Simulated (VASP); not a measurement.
# CdS (Hawleyite): from the relaxed cell to its vibrations, part 2 of 2

What lattice, stiffness and vibrations does CdS (Hawleyite) have at one level of theory? The starting structure is a measured crystal structure from the Crystallography Open Database. All runs use LDA.

VASP 6.6.1.

So far. Step 3 (Elastic constants): The elastic tensor has C11 = 81.7, C12 = 61.2, C44 = 27.7 GPa; its Hill averages are a bulk modulus of 68.0 and a shear modulus of 18.6 GPa. Step 4 (Modes of the relaxed cell): The zone-centre modes at 24.040 Å³ an atom are T2 245.1 cm⁻¹.

**5. Modes at 0.97 of that volume (continued)**

Level of this step: LDA; plane waves and PAW (Cd, S) (VASP).

Parts of OUTCAR (step 5):

```text
  Total        0.6408826      0.6408826      0.6408826     -0.0000000     -0.0000000      0.0000000
  in kB       22.0169285     22.0169285     22.0169285     -0.0000000     -0.0000000      0.0000000
  external PRESSURE =      22.0169285 kB  Pullay stress =       0.0000000 kB

 POSITION                                       TOTAL-FORCE (eV/Angst)
 -----------------------------------------------------------------------------------
      0.00000      0.00000      0.00000        -0.000000     -0.000000     -0.000000
      4.28541      4.28541      4.28541         0.000000      0.000000      0.000000
 -----------------------------------------------------------------------------------
    total drift:                                0.000000      0.000000      0.000000

 MACROSCOPIC STATIC DIELECTRIC TENSOR (including local field effects in DFT)
 ------------------------------------------------------
           6.474394     0.000000     0.000000
          -0.000000     6.474394     0.000000
           0.000000     0.000000     6.474394
 ------------------------------------------------------

 MACROSCOPIC STATIC DIELECTRIC TENSOR IONIC CONTRIBUTION
 ------------------------------------------------------
           2.794924    -0.000000     0.000000
          -0.000000     2.794924     0.000000
           0.000000     0.000000     2.794924
 ------------------------------------------------------

[... 1 part as in an earlier step ...]

[... 1 further part left out ...]
```

The zone-centre modes at 23.319 Å³ an atom are T2 259.0 cm⁻¹.

**6. Modes at 1.03 of that volume**

Shape and positions were first relaxed at this volume, in a run that isn't shown.

INCAR reads:

```
SYSTEM = CdS
PREC = Accurate
ENCUT = 500
EDIFF = 1E-08
NELM = 100
ISMEAR = 0
SIGMA = 0.03
LREAL = .FALSE.
ALGO = Normal
GGA = CA
NBANDS = 15
LORBIT = 11
LWAVE = .FALSE.
LCHARG = .FALSE.
KPAR = 4
IBRION = 8
LEPSILON = .TRUE.
LPEAD = .TRUE.
ISIF = 2
```

POSCAR reads:

```
CdS
1.0
    0.0000000000      2.9146691877      2.9146691877
    2.9146691877      0.0000000000      2.9146691877
    2.9146691877      2.9146691877      0.0000000000
Cd S
1 1
Direct
    0.0000000000      0.0000000000      0.0000000000
    0.7500000000      0.7500000000      0.7500000000
```

KPOINTS reads:

```
Automatic mesh
0
Gamma
12 12 12
0 0 0
```

The projector-augmented-wave data sets are Cd and S (LDA family, release 64).

Launch:

```bash
mpirun -np 4 vasp_std
```

Output:

```text
[... set-up lines as in an earlier step ...]
 entering main loop
       N       E                     dE             d eps       ncg     rms          rms(c)
DAV:   1     0.106388113094E+03    0.10639E+03   -0.89333E+03  2224   0.106E+03
DAV:   2    -0.364197463779E+01   -0.11003E+03   -0.10349E+03  2594   0.265E+02
DAV:   3    -0.788722825203E+01   -0.42453E+01   -0.42360E+01  2713   0.542E+01
DAV:   4    -0.791386651642E+01   -0.26638E-01   -0.26636E-01  2706   0.424E+00
[...]
DAV:  12    -0.739927524140E+01    0.54540E-05   -0.18314E-05  3286   0.578E-02    0.603E-03
DAV:  13    -0.739927537648E+01   -0.13509E-06   -0.13425E-06  2475   0.879E-03    0.184E-03
DAV:  14    -0.739927537536E+01    0.11285E-08   -0.14458E-08  2786   0.109E-03
   1 F= -.73992754E+01 E0= -.73992754E+01  d E =-.268083E-11
 Linear response reoptimize wavefunctions to high precision
DAV:   1    -0.739927537569E+01   -0.33128E-09   -0.10774E-08  2637   0.105E-03
DAV:   2    -0.739927537584E+01   -0.15666E-09   -0.11409E-09  1507   0.294E-04
[...]
RMM:  10    -0.430813811765E+00   -0.37809E-08   -0.50766E-09 15500   0.325E-05    0.301E-06
 first order change of Fermi-energy  -0.13385E+00
 force on displaced ion       1 direction 1 :  -4.974   0.000   0.000
 Born effective charge ion    1 direction 1 :   2.179   0.000   0.000
 Linear response progress:
  Degree of freedom:   2/  2
       N       E                     dE             d eps       ncg     rms          rms(c)
RMM:   1    -0.106721717860E+00   -0.10672E+00    0.33459E-02 20876   0.184E+00
RMM:   2    -0.105368556903E+00    0.13532E-02   -0.23162E-03 12985   0.358E-01    0.169E-01
RMM:   3    -0.105598618325E+00   -0.23006E-03   -0.94656E-05 13419   0.631E-02    0.901E-02
RMM:   4    -0.105897993922E+00   -0.29938E-03   -0.53188E-05 13623   0.422E-02    0.138E-02
[...]
RMM:  10    -0.105880541508E+00   -0.28118E-06   -0.33092E-08 14040   0.387E-05    0.130E-05
RMM:  11    -0.105880487050E+00    0.54458E-07    0.45128E-08 14214   0.183E-05    0.557E-06
RMM:  12    -0.105880485358E+00    0.16922E-08   -0.84006E-09 10836   0.114E-05    0.230E-06
 first order change of Fermi-energy   0.13684E+00
 force on displaced ion       2 direction 1 :  -4.936   0.000   0.000
 Born effective charge ion    2 direction 1 :  -2.179   0.000   0.000
 Born effective charges drift removed
 Linear response finished
```

Run time: 6.5 min. Hardware: 4 MPI ranks of AMD EPYC 7R43, shared host; peak memory 2.6 GiB.

OUTCAR, selected parts (step 6):

```text
  Total       -0.5835221     -0.5835221     -0.5835221      0.0000000     -0.0000000     -0.0000000
  in kB      -18.8786117    -18.8786117    -18.8786117      0.0000000     -0.0000000     -0.0000000
  external PRESSURE =     -18.8786117 kB  Pullay stress =       0.0000000 kB

 POSITION                                       TOTAL-FORCE (eV/Angst)
 -----------------------------------------------------------------------------------
      0.00000      0.00000      0.00000         0.000000      0.000000      0.000000
      4.37200      4.37200      4.37200        -0.000000     -0.000000     -0.000000
 -----------------------------------------------------------------------------------
    total drift:                                0.000000      0.000000      0.000000

 MACROSCOPIC STATIC DIELECTRIC TENSOR (including local field effects in DFT)
 ------------------------------------------------------
           6.600634    -0.000000    -0.000000
          -0.000000     6.600634    -0.000000
          -0.000000     0.000000     6.600634
 ------------------------------------------------------

 MACROSCOPIC STATIC DIELECTRIC TENSOR IONIC CONTRIBUTION
 ------------------------------------------------------
           3.501151    -0.000000     0.000000
          -0.000000     3.501151    -0.000000
           0.000000    -0.000000     3.501151
 ------------------------------------------------------

[... 1 part as in an earlier step ...]

[... 1 further part left out ...]
```

The zone-centre modes at 24.761 Å³ an atom are T2 232.1 cm⁻¹.

**7. The runs compared**

```tsv
run	volume (Å³/atom)	T2	core minutes
relaxation	24.04	-	0.467
elastic constants	24.04	-	33.9
modes of the relaxed cell	24.04	245.1	33.3
modes at 0.97 of that volume	23.319	259.0	32.2
modes at 1.03 of that volume	24.761	232.1	25.9
```

Modes are in cm⁻¹, degenerate ones as one, matched by symmetry and order. A number in brackets counts the listed modes of one symmetry from the lowest. The symmetry labels come from an automatic analysis and can be wrong where levels nearly coincide. Core minutes are wall time times ranks of the run shown, on a shared host.

**8. Results**

| Quantity | Value |
| --- | --- |
| relaxed volume | 24.04 Å³/atom |
| bulk modulus from two volumes | 67.9 GPa |
| Hill shear modulus | 18.6 GPa |
| mode T2 | 245.1 cm⁻¹ |
| Grüneisen parameter of T2 | 1.82 |

What this shows: At the LDA level CdS (Hawleyite) relaxes to 24.04 Å³ an atom. The bulk modulus is 67.9 GPa from the pressures at two volumes and 68.0 GPa as the Hill average of the elastic tensor, so the two routes agree. The mode Grüneisen parameters, from the cells at 0.97 and 1.03 of the volume, come to 1.82 (T2). The dielectric constants and Born charges in the logs aren't compared here; at a small gap they can be far off, and in a run without a gap they mean nothing. The frequencies are harmonic, and the splitting of polar modes by their long-range field is left out. All values are for a static lattice. Further runs on this material are not shown.

[Lines on the potential files, build, host, timing and source positions are cut from VASP's logs without a mark.]

[Logs are printed without paths, hosts, clocks, repeated set-up lines and the standing remarks that a program may print on its own settings, such as how far it seeks lower states.]

[Hosts, paths, dates, database ids (printed as entryN), source tags and the programs' standing remarks are cut or masked in the printed files.]
